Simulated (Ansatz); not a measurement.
# BN (Qingsongite): the cost of one run

Method: DFT, levels as named, plane waves, PAW, in Ansatz 0.2.0.

### 1 The structure to begin with

Symmetry: F-43m, No. 216, cubic system. The conventional cell has a = 3.615 Å, b = 3.615 Å, c = 3.615 Å, α = 90.00°, β = 90.00°, γ = 90.00°. Around B (site symmetry -43m) lie 4 N at 1.57 Å. N (site symmetry -43m) is surrounded by 4 B at 1.57 Å.

Coordinates:

```
CELL_PARAMETERS angstrom
0.00000 1.80750 1.80750
1.80750 0.00000 1.80750
1.80750 1.80750 0.00000
ATOMIC_POSITIONS crystal
B 0.00000 0.00000 0.00000
N 0.25000 0.25000 0.25000
```

### 2 PBE: cell and atoms

Contents of input.yaml:

```yaml
crystal:
  lattice:
    - [0.0, 1.8075, 1.8075]
    - [1.8075, 0.0, 1.8075]
    - [1.8075, 1.8075, 0.0]
  atoms:
    - { symbol: B, position: [0.0, 0.0, 0.0] }
    - { symbol: "N", position: [0.25, 0.25, 0.25] }
  symmetry: { tolerance: 0.0003 }
hamiltonian:
  xc: pbe
  pseudopotentials: { kind: paw, azcp: { folder: soft_1 } }
basis:
  ecutwfc: 420
magnetization:
  spin_polarized: false
scf:
  occupations: { method: fermi_dirac, width: 0.02 }
kpoints:
  mp_grid: { grid: [12, 12, 12], shift: [0, 0, 0] }
output:
  forces: true
  stress: true
  eigenvalues: true
relax:
  max_steps: 60
  cell: {}
```

Command:

```
> ansatz run input.yaml --threads 2 --pin off --max-ram 5632MiB --backend cpu --events-out ev --progress --plain --runs-dir out
```

Q: Estimate wall time and peak memory on 2 threads of Intel Xeon Platinum 8488C (Sapphire Rapids), shared host.

About 3.8 s, with a peak of 0.32 GiB.
